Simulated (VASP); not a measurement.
Input of a VASP 6.6.1 run:

File INCAR:

```
ALGO = Normal ; EDIFF = 1E-6
EDIFFG = -0.005 ; ENCUT = 600
IBRION = 2 ; ISIF = 3
ISMEAR = -1 ; LASPH = T
LCHARG = F ; LMIXTAU = T
LREAL = F ; LWAVE = F
METAGGA = RSCAN ; NELM = 100
NSW = 60 ; PREC = Accurate
SIGMA = 0.05
```

The input KPOINTS:

```
k-points
0
Gamma
  8 8 5
```

The input POSCAR:

```
ZnS
1.0
    3.8110000000      0.0000000000      0.0000000000
   -1.9055000000      3.3004228138      0.0000000000
    0.0000000000      0.0000000000      6.2340000000
Zn S
2 2
Direct
    0.6666666667      0.3333333333      0.5000000000
    0.3333333333      0.6666666667      0.0000000000
    0.6666666667      0.3333333333      0.8850000000
    0.3333333333      0.6666666667      0.3850000000
```

Potentials or basis: VASP PAW PBE potentials, release 64 (Zn, S).

Launch:

```console
$ cat potpaw_PBE.64/Zn/POTCAR potpaw_PBE.64/S/POTCAR > POTCAR
$ mpirun -np 1 vasp_std > vasp.out
```

(1) Estimate the relaxed cell.

(2) Estimate the band gap on the k mesh.

(3) Estimate the space group after relaxing (to 0.05 Å).

Answers

(1) a = 3.804 Å, b = 3.804 Å, c = 6.234 Å, α = 90.00°, β = 90.00°, γ = 120.00°.

(2) 2.79 eV, direct.

(3) P6_3mc (No. 186).
